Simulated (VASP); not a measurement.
Set up this calculation in VASP 6.6.1, as the native input.

```yaml
Task: single point
Functional: vdW-DF2
Potentials_or_basis: VASP PAW PBE potentials, release 64 (C)
Cutoff: 520 eV
k_mesh: 16 × 16 × 4
Occupations: fermi-dirac, width 0.05 eV
Spin: no spin polarisation
Further_INCAR_settings: ALGO = Fast; EDIFF = 1e-07
```

The structure of C lies in POSCAR:

```
C
1.0
    2.4610000000      0.0000000000      0.0000000000
   -1.2305000000      2.1312885187      0.0000000000
    0.0000000000      0.0000000000      7.3788000000
C
4
Direct
    0.0000000000      0.0000000000      0.2500000000
    0.3333333333      0.6666666667      0.2500000000
    0.0000000000      0.0000000000      0.7500000000
    0.6666666667      0.3333333333      0.7500000000
```

The cell was built by a generator and needn't be a form met in nature.

These files were run (other wordings do the same):

INCAR

```
PREC = Accurate ; ENCUT = 520
EDIFF = 1E-7 ; ISMEAR = -1
SIGMA = 0.05 ; LREAL = False
LASPH = True ; NELM = 80
ALGO = Fast ; ISIF = 2
LWAVE = False ; LCHARG = False
GGA = ML ; LUSE_VDW = True
AGGAC = 0.0 ; ZAB_VDW = -1.8867
```

KPOINTS

```
regular mesh
0
Gamma
  16 16 4
```

Potentials or basis: VASP PAW PBE potentials, release 64 (C).

Launch:

```sh
$ cat potpaw_PBE.64/C/POTCAR > POTCAR
$ mpirun -np 1 vasp_std > vasp.out
```

It gave:

* Pressure: 4.3 GPa
* Band gap on the k mesh: 0.80 eV, direct

Caveat: the PAW data sets were made with another functional, which shifts forces and pressure a little.

Wall time 93 s on 1 thread of Intel(R) Xeon(R) Platinum 8488C (Sapphire Rapids), on a shared host, peak memory 0.3 GiB.
